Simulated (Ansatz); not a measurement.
`C/[C]([AlH2])=C\F` + `N=C(N)O` → `N/C(O)=[N]\[AlH2]` + `C/C=C\F`  (ligand exchange at the Al–C bond)

Gas-phase electronic energies from Ansatz, PBE0-D4/def2-TZVP geometries. CCSD(T)/CBS is the MP2 limit (def2-TZVPP, def2-QZVPP) plus CCSD(T) − MP2 in def2-TZVPP, frozen cores. Double bonds are as drawn, so ΔE can hold a change between cis and trans. DFT in def2-TZVPP. B3LYP here is the variant with VWN-RPA as its local correlation; programs differ in this. Each species was taken in one conformer, which may not be the lowest.

```tsv
level	ΔE (eV)
PBE0-D4	-0.97
B3LYP-D4	-1.04
ωB97X-V	-0.99
B2PLYP	-1.04
r2SCAN	-1.02
PBE0	-0.98
MP2/def2-TZVPP	-1.00
SCS-MP2/def2-TZVPP	-1.01
```

Problem. What does CCSD(T)/CBS give? (Estimate.)

Solution. Computed: -0.98 eV. The listed levels differ from it by 0.01, -0.06, -0.01, -0.06, -0.04, 0.00, -0.02, -0.03 eV.

Largest T1 diagnostic among the species: 0.014.

In def2-TZVPP, CCSD(T) changes the Hartree–Fock value by +0.13 eV (the triples alone add +0.02 eV) and MP2 by +0.10 eV.

CCSD(T)/CBS has its own doubt, a few kJ/mol and more with outer-core shells, so smaller differences from it don't rank the levels.
